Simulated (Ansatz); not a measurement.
## Computed properties of Pd

```
Pd
1.0
     2.61292    0.00000    0.00000
     0.00000    2.61292    0.00000
     0.00000    0.00000    2.61292
Pd
1
Cartesian
  0.0000 0.0000 0.0000
```

The structure comes from a relaxation in the same program, started in the sc type, and has space group Pm-3m. Whether it is a known phase or the ground state wasn't checked.

Spin polarisation is left out, and whether a magnetic state lies lower isn't shown here.

All numbers below come from DFT, PBE, all-electron LAPW, scalar-relativistic in Ansatz 0.2.0.

Sampling and basis: a Γ-centred 13×13×13 k mesh, Fermi–Dirac smearing of 0.03 eV, basis error target 1 meV/atom, no spin polarisation.

```
Pressure at this cell : -0.08 GPa
Volume per atom       : 17.84 Å³
```

Question: Density of states at the Fermi level (0.2 eV bin): what does the calculation give?

Answer: 1.46 states/eV per cell.

Question: Give the computed value. Band gap.

Answer: none: bands cross the Fermi level, a metal.
